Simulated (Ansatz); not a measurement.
The system is BN.

```
N B
1.0
     0.00000    1.81300    1.81300
     1.81300    0.00000    1.81300
     1.81300    1.81300    0.00000
N B
1 1
Direct
  0.25000 0.25000 0.25000
  0.00000 0.00000 0.00000
```

The cell is a database's computed one.

```yaml
Program: Ansatz 0.2.0
Task: relaxation of cell and atoms
Functional: B3LYP
Dispersion: D3(BJ)-ATM
Potentials_or_basis: Ansatz PAW
Cutoff: "420 eV (not typed: the program's choice for these potentials)"
k_mesh: 8 × 8 × 8
Occupations: fixed
Spin: no spin polarisation
```

At the start: volume 5.96 Å³/atom.

**Question.** Where does the relaxation end?

**Answer.** It ends after 7 steps and the volume is 5.79 Å³/atom (-2.8 %); space group F-43m (No. 216, to 0.05 Å).

The path:
```tsv
step	energy change (eV)	largest force (eV/Å)	volume (Å³)
1	0.0000	0.0000	11.92
2	-0.0110	0.0000	11.72
3	-0.0137	0.0000	11.58
4	-0.0137	0.0000	11.59
5	-0.0115	0.0000	11.59
6	-0.0116	0.0000	11.58
7	-0.0116	0.0000	11.58
```

Final structure:
```
N B
1.0
     0.00000    1.79565    1.79565
     1.79565    0.00000    1.79565
     1.79565    1.79565    0.00000
N B
1 1
Direct
  0.25000 0.25000 0.25000
  0.00000 0.00000 0.00000
```

Caveat: the plane-wave basis is chosen anew once the cell has moved, so the energies of steps on either side of that aren't comparable; the pressure holds a Pulay correction of +1.1 GPa for the finite cutoff; the PAW data sets come from PBE, with cores solved anew for the run's functional, which leaves a small shift of forces and pressure.
